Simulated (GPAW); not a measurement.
# Zr: optical spectrum from first principles

Aim: the dielectric function of Zr, and the optical constants that follow from it.

Main program and level: GPAW 26.7.0; DFT, PBE, plane-wave PAW (GPAW data sets), scalar-relativistic, RPA, optical limit.

**1. Starting point**

It takes space group P6_3/mmc (No. 194, hexagonal). The conventional cell has a = 3.232 Å, b = 3.232 Å, c = 5.147 Å, α = 90.00°, β = 90.00°, γ = 120.00°. Nearest to Zr lie 12 Zr at 3.18 to 3.23 Å.

Coordinates:

```cif
data_structure
_symmetry_space_group_name_H-M 'P 1'
_symmetry_Int_Tables_number 1
_cell_length_a 3.2320
_cell_length_b 3.2320
_cell_length_c 5.1470
_cell_angle_alpha 90.000
_cell_angle_beta 90.000
_cell_angle_gamma 120.000
_cell_volume 46.56
loop_
_atom_site_label
_atom_site_type_symbol
_atom_site_fract_x
_atom_site_fract_y
_atom_site_fract_z
_atom_site_occupancy
Zr1 Zr 0.66667 0.33333 0.75000 1
Zr2 Zr 0.33333 0.66667 0.25000 1
```

**2. Ground state**

First the ground state: is it a metal or has it a gap?

This step: DFT, PBE, plane-wave PAW (GPAW data sets), scalar-relativistic, ground state (GPAW 26.7.0).

gs.py

```python
from ase import Atoms
from ase.dft.bandgap import bandgap
from gpaw import GPAW, PW, FermiDirac

atoms = Atoms(['Zr', 'Zr'],
              cell=[[3.232000000000, 0.000000000000, 0.000000000000],
                    [-1.616000000000, 2.798994105000, 0.000000000000],
                    [0.000000000000, 0.000000000000, 5.147000000000]],
              scaled_positions=[[0.666666666700, 0.333333333300, 0.750000000000],
                                [0.333333333300, 0.666666666700, 0.250000000000]],
              pbc=[True, True, True])
atoms.calc = GPAW(mode=PW(500), xc='PBE', kpts={'size': (9, 9, 5), 'gamma': True},
                  occupations=FermiDirac(0.05), maxiter=150, txt='gs.txt')
print('energy (eV)', atoms.get_potential_energy())
print('Fermi level (eV)', atoms.calc.get_fermi_level())
print('valence electrons', atoms.calc.get_number_of_electrons())
print('gap (eV)', bandgap(atoms.calc, output=None)[0])
print('direct gap (eV)', bandgap(atoms.calc, direct=True, output=None)[0])
atoms.calc.write('gs.gpw')
```

Launch:

```console
$ OMP_NUM_THREADS=1 python gs.py
```

Numbers of over 12 decimals in the logs are rounded to 6 here.

Log:

```text
__  _  _
 | _ |_)|_||  |
 |__||  | ||/\| - 26.7.0

Versions:
  Python: 3.12.14
  ASE:    3.29.0
  Numpy:  2.5.5
  Scipy:  1.18.1
  Libxc:  7.0.0

Input parameters:
  mode=PW(ecut=500.0),
  kpts=MonkhorstPack(size=(9, 9, 5), gamma=True),
  maxiter=150,
  occupations=Occupations(name='fermi-dirac', width=0.05, fixmagmom=False),
  xc=XC(name='PBE')

Diagonalizing LCAO Hamiltonian
Converting LCAO to pw mode

           Zr

        Zr

Atoms  # Å, Bohr magnetons
|   | symbol |         x |        y |        z |    initial magnetic moments |
| 0 |     Zr |  1.616000 | 0.932998 | 3.860250 | ( 0.0000,  0.0000,  0.0000) |
| 1 |     Zr | -0.000000 | 1.865996 | 1.286750 | ( 0.0000,  0.0000,  0.0000) |

Unit cell  # Å
| periodic |         x |        y |        z |  lengths |     angles |
|      yes |  3.232000 | 0.000000 | 0.000000 | 3.232000 |  90.000000 |
|      yes | -1.616000 | 2.798994 | 0.000000 | 3.232000 |  90.000000 |
|      yes |  0.000000 | 0.000000 | 5.147000 | 5.147000 | 120.000000 |

Number of symmetries: 12
Symmetry operations  # r_c * U_cc + t_c -> r_c
|    | kind |            matrix            |
|  0 |  σ   |  1, 1, 0,  0,-1, 0,  0, 0, 1 |
|  1 |  S6  |  1, 1, 0, -1, 0, 0,  0, 0,-1 |
|  2 |  E   |  1, 0, 0,  0, 1, 0,  0, 0, 1 |
|  3 |  C2  |  1, 0, 0, -1,-1, 0,  0, 0,-1 |
|  4 |  C2  |  0, 1, 0,  1, 0, 0,  0, 0,-1 |
|  5 |  C3  |  0, 1, 0, -1,-1, 0,  0, 0, 1 |
|  6 |  S6  |  0,-1, 0,  1, 1, 0,  0, 0,-1 |
|  7 |  σ   |  0,-1, 0, -1, 0, 0,  0, 0, 1 |
|  8 |  σ   | -1, 0, 0,  1, 1, 0,  0, 0, 1 |
|  9 |  i   | -1, 0, 0,  0,-1, 0,  0, 0,-1 |
| 10 |  C3  | -1,-1, 0,  1, 0, 0,  0, 0, 1 |
| 11 |  C2  | -1,-1, 0,  0, 1, 0,  0, 0,-1 |

BZ-sampling:
  Number of BZ points: 405
  Number of IBZ points: 50

  Monkhorst-Pack size: [9, 9, 5]
  Monkhorst-Pack shift: [0, 0, 0]

K-points  # in reciprocal-cell coordinates
|     |                                coordinates |     weight |
|   0 | (  0.00000000,   0.00000000,   0.00000000) | 0.00246914 |
|   1 | (  0.00000000,   0.00000000,   0.20000000) | 0.00493827 |
|   2 | (  0.00000000,   0.00000000,   0.40000000) | 0.00493827 |
|   3 | (  0.11111111,   0.00000000,  -0.40000000) | 0.01481481 |
|   4 | (  0.11111111,   0.00000000,  -0.20000000) | 0.01481481 |
|   5 | (  0.11111111,   0.00000000,   0.00000000) | 0.01481481 |
|   6 | (  0.11111111,   0.00000000,   0.20000000) | 0.01481481 |
|   7 | (  0.11111111,   0.00000000,   0.40000000) | 0.01481481 |
|   8 | (  0.22222222,  -0.11111111,   0.00000000) | 0.01481481 |
|   9 | (  0.22222222,  -0.11111111,   0.20000000) | 0.02962963 |
| ... |                                            |            |
|  49 | (  0.44444444,   0.44444444,   0.40000000) | 0.02962963 |

Plane wave coefficients: 1192
Cutoff: 500.0 eV

Spin-components: 1 (collinear spins)
Bands:           19
Projectors:      12
Spin-degeneracy: 2
Datatype:        complex128

Parallelization:
  kpt:    1
  domain: 1
  band:   1

Density:
  Valence electrons: 24.0
  Components: 1
  Grid points: [18 18 27]
  Charge: 0.0  # |e|

Potential:
  Grid points: [18 18 27]

species:
  Zr:
    name:    Zirconium
    id:
    Z:       40.0
    valence: 12
    core:    28
    charge:  0.0  # [|e|]
    compensation charges:
      type: gauss
      rc: 0.40  # [Å]
      lmax: 2
    cutoffs:
      filter: 2.39  # [Å]
      core: 1.59  # [Å]
    projectors
    | kind |    occ | energy [eV] | rcut [Å] |
    |   4s |  2.000 |     -54.478 |    1.323 |
    |   5s |  2.000 |      -4.438 |    1.323 |
    |   4p |  6.000 |     -32.467 |    1.334 |
    |   5p |  0.000 |      -1.470 |    1.334 |
    |   4d |  2.000 |      -3.600 |    1.244 |
    |    d |        |      23.611 |    1.244 |

    Using partial waves for Zr as LCAO basis

Reference energy: -195787.142470  # eV

eigensolver:
  PPCG
  Converge bands: occupied
  niter=2

density mixing:
  MSR1-Mixer
  Pratt-step length: 0.05
  Maximum mixing coefficient: 0.75
  Old densities: 10
  SVD Regularization: 0.005
  Good broyden scale: 1.0
  Trust region scale: 1.0
  Backstep threshold: 4.0
  History deletion threshold: 6.0
  Fourier metric: weight=20.0, sigma=0.015

occupation numbers:
  Fermi-Dirac:
    width: 0.0500  # eV

poisson solver:
  ecut: 4000.0  # eV

xc functional:
  name: PBE with 2 nearest neighbor stencil

convergence criteria:
- Maximum [total energy] change in last 3 cyles: 0.0005 eV / valence electron
- Maximum integral of absolute [dens]ity change: 0.0001 electrons / valence electron
- Maximum integral of absolute [eigenst]ate change: 4e-08 eV^2 / valence electron
maximum number of iterations: 150

SCF iterations
|iter     |      energy | eigst |  dens |
|iter:   1||  -15.069795 | +0.13 |       |
|iter:   2||  -15.030667 | -1.35 | -1.30 |
|iter:   3||  -14.793789 | -1.13 | -1.33 |
|iter:   4||  -14.798667 | -2.48 | -1.99 |
|iter:   5||  -14.800265c| -3.72 | -2.35 |
|iter:   6||  -14.800272c| -5.16 | -3.50 |
|iter:   7||  -14.800273c| -5.90 | -3.96 |
|iter:   8||  -14.800273c| -6.74 | -4.18c|
|iter:   9||  -14.800273c| -7.70c| -4.96c|

Converged in 9 steps
SCF loop duration: 55.115 s (6.124 s/step)
Energy contributions relative to reference atoms: (reference = -195787.142470)

Energy contributions:
  Kinetic:           6.737037
  Coulomb:          -7.802061
  Zero:              0.654652
  External:          0.000000
  Xc:              -14.381802
  Entropy:          -0.016199
  Spinorbit:         0.000000
  ----------------------------
  Free energy:     -14.808373
  Extrapolated:    -14.800273

dipole moment: (0.000000, 0.000001, 0.000001)  # |e|*Ang

Fermi level: 9.417
Eigenvalues  # (at kpt = [0.000, 0.000, 0.000])
| band index |      eig [eV] | occ [0-2] |
|          0 |       -39.420 |     2.000 |
|        ... |               |           |
|          2 |       -17.962 |     2.000 |
|          3 |       -17.092 |     2.000 |
|          4 |       -17.092 |     2.000 |
|          5 |       -16.957 |     2.000 |
|          6 |       -16.951 |     2.000 |
|          7 |       -16.951 |     2.000 |
|          8 |         3.750 |     2.000 |
|          9 |         6.382 |     2.000 |
|         10 |        10.266 |     0.000 |
|         11 |        10.266 |     0.000 |
|         12 |        10.415 |     0.000 |
|         13 |        10.570 |     0.000 |
|         14 |        10.957 |     0.000 |
|         15 |        10.957 |     0.000 |
|         16 |        11.536 |     0.000 |
|         17 |        11.536 |     0.000 |
|         18 |        13.829 |     0.000 |

No gap
No difference between direct/indirect transitions

--- standard output ---
energy (eV) -14.800273
Fermi level (eV) 9.416643
valence electrons 24.0
gap (eV) 0.0
direct gap (eV) 0.0
```

It took 63 s on 1 thread of Intel Xeon at 2.50GHz (Skylake/Cascade Lake), shared host; peak memory 0.16 GiB.

Numbers from this step:

* energy: -14.80 eV
* Fermi energy: 9.417 eV
* electrons: 24

There are states at the Fermi level within the smearing, so the occupations stay smeared and the carriers get a Drude term.

**3. Bands for the response**

The response needs many more empty bands than the density does.

This step: DFT, PBE, plane-wave PAW (GPAW data sets), scalar-relativistic, bands at fixed density (GPAW 26.7.0).

nscf.py

```python
from ase.dft.bandgap import bandgap
from gpaw import GPAW, FermiDirac

calc = GPAW('gs.gpw').fixed_density(kpts={'size': (15, 15, 9), 'gamma': True}, nbands=42, convergence={'bands': 36},
                                    occupations=FermiDirac(0.05), txt='nscf.txt')
print('gap (eV)', bandgap(calc, output=None)[0])
print('direct gap (eV)', bandgap(calc, direct=True, output=None)[0])
print('top band over the Fermi level (eV)', min(calc.get_eigenvalues(kpt=k)[35] for k in range(len(calc.get_ibz_k_points()))) - calc.get_fermi_level())
calc.write('full.gpw', mode='all')
```

Launch:

```console
$ OMP_NUM_THREADS=1 python nscf.py
```

Log:

```text
Diagonalizing LCAO Hamiltonian
Converting LCAO to pw mode
convergence criteria:
- Maximum integral of absolute [eigenst]ate change: 4e-08 eV^2 / valence electron
maximum number of iterations: 150

SCF iterations
|iter     |      energy | eigst |  dens |
|iter:   1||             | +3.16 |       |
|iter:   2||             | +1.75 |       |
|iter:   3||             | +0.88 |       |
|iter:   4||             | +0.11 |       |
|iter:   5||             | -0.64 |       |
|iter:   6||             | -1.34 |       |
|iter:   7||             | -2.06 |       |
|iter:   8||             | -2.75 |       |
|iter:   9||             | -3.44 |       |
|iter:  10||             | -4.13 |       |
|iter:  11||             | -4.83 |       |
|iter:  12||             | -5.59 |       |
|iter:  13||             | -6.34 |       |
|iter:  14||             | -7.03 |       |
|iter:  15||             | -7.57c|       |
SCF steps: 15
  __  _  _
 | _ |_)|_||  |
 |__||  | ||/\| - 26.7.0

Versions:
  Python: 3.12.14
  ASE:    3.29.0
  Numpy:  2.5.5
  Scipy:  1.18.1
  Libxc:  7.0.0

Input parameters:
  mode=PW(ecut=500.0),
  convergence={'bands': 36},
  gpts=array([18, 18, 27]),
  kpts=MonkhorstPack(size=(15, 15, 9), gamma=True),
  maxiter=150,
  nbands=42,
  occupations=Occupations(name='fermi-dirac', width=0.05, fixmagmom=False),
  parallel={},
  xc=XC(name='PBE')

--- standard output ---
gap (eV) 0.0
direct gap (eV) 0.0
top band over the Fermi level (eV) 24.004312
```

Elapsed: 12 min, on 1 thread; peak memory 0.35 GiB.

**4. Dielectric function, RPA**

Local fields let the induced charge screen the field inside the cell, which as a rule lowers ε, most along directions where the density is uneven.

This step: DFT, PBE, plane-wave PAW (GPAW data sets), scalar-relativistic, RPA, optical limit (GPAW 26.7.0).

df.py

```python
from gpaw.response.df import DielectricFunction

df = DielectricFunction('full.gpw', frequencies={'type': 'nonlinear', 'domega0': 0.03, 'omega2': 8},
                        ecut=50,
                        eta=0.15,
                        nbands=36,
                        rate=0.05,
                        txt='df.txt')
for direction in ['x', 'z']:
    df.get_dielectric_function(xc='RPA', direction=direction, filename=f'df_{direction}.csv')
```

Launch:

```console
$ OMP_NUM_THREADS=1 python df.py
```

Log:

```text
Using integrator: PointIntegrator
NonLinearFrequencyDescriptor(from 0.000 to 76.487 eV, 515 points)
Nonperiodic BCs:  [False False False]
Using integrator: PointIntegrator
NonLinearFrequencyDescriptor(from 0.000 to 76.487 eV, 515 points)
Nonperiodic BCs:  [False False False]
Using integrator: PointIntegrator

Calculating chi0 body with:
    Ground state adapter containing:
    Number of spins: 1
    Number of kpoints: 2025
    Number of irreducible kpoints: 211
    Number of completely occupied states: 10
    Number of partially occupied states: 14

    Linear response parametrization:
    q_c: [0.0, 0.0, 0.0]
    Number of frequency points: 515
    Planewave cutoff: 50.0
    Number of bands: 36
    Number of planewaves: 35
    Broadening (eta): 0.15

Integrating chi0 body.

Symmetries of q_c:
    Direct symmetries (Uq -> q): 12
    Indirect symmetries (TUq -> q): 0
In total 12 allowed symmetries.

211 groups of equivalent kpoints. 89.580247% reduction.

Integral kind: spectral function

Calculating chi0 optical extensions with:
    Ground state adapter containing:
    Number of spins: 1
    Number of kpoints: 2025
    Number of irreducible kpoints: 211
    Number of completely occupied states: 10
    Number of partially occupied states: 14

    Linear response parametrization:
    Number of frequency points: 515
    Planewave cutoff: 50.0
    Number of bands: 36
    Number of planewaves: 35
    Broadening (eta): 0.15
Integrating chi0 head and wings.

Symmetries of q_c:
    Direct symmetries (Uq -> q): 12
    Indirect symmetries (TUq -> q): 0
In total 12 allowed symmetries.

211 groups of equivalent kpoints. 89.580247% reduction.

Integral kind: spectral function wings

Calculating drude chi0 with:
    Number of frequency points:515
    Plasma frequency decay rate: 0.05 eV

    Ground state adapter containing:
    Number of spins: 1
    Number of kpoints: 2025
    Number of irreducible kpoints: 211
    Number of completely occupied states: 10
    Number of partially occupied states: 14

Symmetries of q_c:
    Direct symmetries (Uq -> q): 12
    Indirect symmetries (TUq -> q): 0
In total 12 allowed symmetries.

211 groups of equivalent kpoints. 89.580247% reduction.

Integral kind: intraband
Plasma frequency:
[[3.22-0.j 0.  +0.j 0.  +0.j]
 [0.  +0.j 3.22-0.j 0.  +0.j]
 [0.  +0.j 0.  +0.j 3.29-0.j]]
```

Wall time 2.1 min (1 thread); peak memory 0.24 GiB.

The Im ε has structure finer than the step of the table below, so its rows give means over 0.5 eV, whole bins alone (the curve runs from 0.305 to 14.0 eV). Peaks (eV: height): E ∥ x 0.72: 46.9; E ∥ z 0.72: 73.7.

Sum at mesh points, not converged in k. Im ε against photon energy; means over each step:

| photon energy (eV) | E ∥ x | E ∥ z |
| --- | --- | --- |
| 1.0 | 40.6 | 58.9 |
| 1.5 | 32.2 | 45.4 |
| 2.0 | 27.0 | 25.9 |
| 2.5 | 21.3 | 17.5 |
| 3.0 | 15.1 | 13.3 |
| 3.5 | 10.9 | 10.9 |
| 4.0 | 9.64 | 9.55 |
| 4.5 | 8.86 | 8.28 |
| 5.0 | 7.22 | 6.61 |
| 5.5 | 5.13 | 5.16 |
| 6.0 | 3.24 | 4.09 |
| 6.5 | 2.43 | 2.91 |
| 7.0 | 2.23 | 2.83 |
| 7.5 | 2.78 | 2.54 |
| 8.0 | 3.77 | 1.84 |
| 8.5 | 2.46 | 1.24 |
| 9.0 | 1.93 | 1.28 |
| 9.5 | 2.46 | 2.01 |
| 10.0 | 2.68 | 2.81 |
| 10.5 | 2.21 | 2.57 |
| 11.0 | 1.72 | 2.12 |
| 11.5 | 1.44 | 1.51 |
| 12.0 | 1.34 | 1.13 |
| 12.5 | 1.16 | 0.824 |
| 13.0 | 0.934 | 0.728 |
| 13.5 | 0.734 | 0.788 |

Values under 1 per cm are given as 1; sum at mesh points, not converged in k. The absorption coefficient by photon energy:

| photon energy (eV) | E ∥ x (1/cm) | E ∥ z (1/cm) |
| --- | --- | --- |
| 0.492 | 1.9e5 | 2.4e5 |
| 1.010 | 3.9e5 | 5.0e5 |
| 1.486 | 5.6e5 | 7.4e5 |
| 1.985 | 7.4e5 | 9.2e5 |
| 2.508 | 9.4e5 | 9.2e5 |
| 3.018 | 1.0e6 | 9.9e5 |
| 3.510 | 1.0e6 | 1.1e6 |
| 3.980 | 1.1e6 | 1.1e6 |
| 4.516 | 1.2e6 | 1.2e6 |
| 4.981 | 1.3e6 | 1.3e6 |
| 5.515 | 1.3e6 | 1.3e6 |
| 6.021 | 1.2e6 | 1.4e6 |
| 6.494 | 1.1e6 | 1.2e6 |
| 6.985 | 9.5e5 | 1.3e6 |
| 7.496 | 9.0e5 | 1.2e6 |
| 8.026 | 1.3e6 | 1.2e6 |
| 8.516 | 1.3e6 | 1.1e6 |
| 9.023 | 1.1e6 | 8.1e5 |
| 9.483 | 1.1e6 | 8.0e5 |
| 10.026 | 1.4e6 | 1.3e6 |
| 10.519 | 1.4e6 | 1.4e6 |
| 11.029 | 1.4e6 | 1.6e6 |
| 11.479 | 1.3e6 | 1.4e6 |
| 12.023 | 1.3e6 | 1.4e6 |
| 12.504 | 1.3e6 | 1.3e6 |
| 13.000 | 1.3e6 | 1.1e6 |
| 13.512 | 1.1e6 | 1.1e6 |

The loss function −Im 1/ε at q → 0 has structure finer than the step of the table below, so its rows give means over 0.5 eV, whole bins alone (the curve runs from 0.305 to 14.0 eV). Peaks (eV: height): E ∥ x 7.44: 0.391, 9.09: 0.478; E ∥ z 9.09: 0.758.

Sum at mesh points, not converged in k. Table of loss function −Im 1/ε at q → 0 by energy loss; means over each step:

| energy loss (eV) | E ∥ x | E ∥ z |
| --- | --- | --- |
| 1.0 | 0.0228 | 0.0168 |
| 1.5 | 0.0308 | 0.0215 |
| 2.0 | 0.0370 | 0.0318 |
| 2.5 | 0.0448 | 0.0479 |
| 3.0 | 0.0581 | 0.0611 |
| 3.5 | 0.0778 | 0.0746 |
| 4.0 | 0.0917 | 0.0871 |
| 4.5 | 0.0941 | 0.0901 |
| 5.0 | 0.0983 | 0.103 |
| 5.5 | 0.109 | 0.118 |
| 6.0 | 0.136 | 0.124 |
| 6.5 | 0.218 | 0.175 |
| 7.0 | 0.352 | 0.209 |
| 7.5 | 0.358 | 0.233 |
| 8.0 | 0.243 | 0.261 |
| 8.5 | 0.287 | 0.417 |
| 9.0 | 0.444 | 0.724 |
| 9.5 | 0.407 | 0.499 |
| 10.0 | 0.328 | 0.347 |
| 10.5 | 0.355 | 0.355 |
| 11.0 | 0.393 | 0.324 |
| 11.5 | 0.508 | 0.409 |
| 12.0 | 0.528 | 0.447 |
| 12.5 | 0.596 | 0.608 |
| 13.0 | 0.654 | 0.935 |
| 13.5 | 0.960 | 1.06 |

The reflectivity at normal incidence has structure finer than the step of the table below, so its rows give means over 0.5 eV, whole bins alone (the curve runs from 0.305 to 14.0 eV). Peaks (eV: height): E ∥ x 5.92: 60.2, 8.33: 43.7, 11.10: 40.4, 13.17: 42.0; E ∥ z 11.94: 46.2.

Sum at mesh points, not converged in k. The reflectivity at normal incidence by photon energy; means over each step:

| photon energy (eV) | E ∥ x (%) | E ∥ z (%) |
| --- | --- | --- |
| 1.0 | 61.3 | 67.8 |
| 1.5 | 59.3 | 67.8 |
| 2.0 | 58.6 | 68.1 |
| 2.5 | 59.4 | 61.7 |
| 3.0 | 58.0 | 59.0 |
| 3.5 | 54.5 | 56.0 |
| 4.0 | 50.8 | 53.1 |
| 4.5 | 51.9 | 54.9 |
| 5.0 | 54.6 | 54.7 |
| 5.5 | 57.2 | 54.9 |
| 6.0 | 58.3 | 57.1 |
| 6.5 | 50.2 | 53.1 |
| 7.0 | 36.0 | 48.3 |
| 7.5 | 25.8 | 47.2 |
| 8.0 | 34.4 | 50.3 |
| 8.5 | 41.8 | 46.4 |
| 9.0 | 31.2 | 23.8 |
| 9.5 | 24.4 | 15.8 |
| 10.0 | 33.2 | 26.7 |
| 10.5 | 36.2 | 30.9 |
| 11.0 | 39.6 | 40.9 |
| 11.5 | 35.6 | 41.4 |
| 12.0 | 36.5 | 45.8 |
| 12.5 | 36.5 | 45.0 |
| 13.0 | 39.9 | 36.5 |
| 13.5 | 35.4 | 29.4 |

The Im ε, E ∥ x has structure finer than the step of the table below, so its rows give means over 0.5 eV, whole bins alone (the curve runs from 0.305 to 14.0 eV). Peaks (eV: height): without local fields 0.72: 47.7; with local fields 0.72: 46.9.

Sum at mesh points, not converged in k. Table of Im ε, E ∥ x by photon energy; means over each step:

| photon energy (eV) | without local fields | with local fields |
| --- | --- | --- |
| 1.0 | 41.4 | 40.6 |
| 1.5 | 32.8 | 32.2 |
| 2.0 | 27.7 | 27.0 |
| 2.5 | 21.2 | 21.3 |
| 3.0 | 15.0 | 15.1 |
| 3.5 | 11.1 | 10.9 |
| 4.0 | 9.72 | 9.64 |
| 4.5 | 8.90 | 8.86 |
| 5.0 | 7.22 | 7.22 |
| 5.5 | 5.07 | 5.13 |
| 6.0 | 3.19 | 3.24 |
| 6.5 | 2.41 | 2.43 |
| 7.0 | 2.23 | 2.23 |
| 7.5 | 2.79 | 2.78 |
| 8.0 | 3.72 | 3.77 |
| 8.5 | 2.40 | 2.46 |
| 9.0 | 1.87 | 1.93 |
| 9.5 | 2.51 | 2.46 |
| 10.0 | 2.71 | 2.68 |
| 10.5 | 2.16 | 2.21 |
| 11.0 | 1.64 | 1.72 |
| 11.5 | 1.39 | 1.44 |
| 12.0 | 1.32 | 1.34 |
| 12.5 | 1.16 | 1.16 |
| 13.0 | 0.936 | 0.934 |
| 13.5 | 0.728 | 0.734 |

From ε follow the optical constants at some laser and lamp lines:

| wavelength (nm) | n x | k x | R (%) x | 1/α x | n z | k z | R (%) z | 1/α z |
| --- | --- | --- | --- | --- | --- | --- | --- | --- |
| 800 | 4.18 | 3.672 | 58.5 | 17 nm | 4.59 | 5.082 | 67.8 | 13 nm |
| 532 | 3.23 | 3.735 | 59.4 | 11 nm | 2.45 | 3.831 | 63.1 | 11 nm |
| 450 | 2.54 | 3.489 | 58.9 | 10 nm | 2.24 | 3.550 | 61.2 | 10 nm |
| 365 | 1.89 | 2.993 | 56.3 | 9.7 nm | 1.91 | 3.052 | 57.0 | 9.5 nm |
| 308 | 1.80 | 2.603 | 50.7 | 9.4 nm | 1.76 | 2.710 | 53.0 | 9.0 nm |
| 248 | 1.43 | 2.584 | 54.5 | 7.6 nm | 1.37 | 2.487 | 53.5 | 7.9 nm |
| 193 | 0.72 | 1.736 | 51.6 | 8.8 nm | 0.75 | 1.909 | 55.1 | 8.0 nm |

In reflection the computed colour is light grey: x = 0.317, y = 0.332, luminous reflectivity 62 %.

**5. Outcome**

What this shows: At this level (PBE, RPA) Zr is a metal. The mesh is too coarse to trust the carriers' weight, the reflectivity or the colour to better than tens of per cent. In reflection the computed colour is light grey: x = 0.317, y = 0.332, luminous reflectivity 62 %. The carriers' damping of 0.05 eV is typed, not computed; it shapes the response at the lowest energies. In this version of GPAW the matrix elements of the optical limit are incomplete, which can lower ε − 1 by up to a tenth where first-row anions or d states rule, and shift it by more in d metals. GPAW's carrier term has the form −ωp²/(ω + i·rate)², which damps like twice the rate and fails at low energy, so the curves leave the lowest energies out. The sum runs over mesh points 0.15 Å⁻¹ apart with no interpolation, so peaks are partly noise of the mesh, and the Drude plasma energy, a sum over the Fermi surface, isn't converged.

[Machine, clock and banner lines and Python warnings are left out of the logs.]

[Logs are printed without paths, hosts, clocks, repeated set-up lines and the standing remarks that a program may print on its own settings, such as how far it seeks lower states.]

[Hosts, paths, dates, database ids (printed as entryN), source tags and the programs' standing remarks are cut or masked in the printed files.]
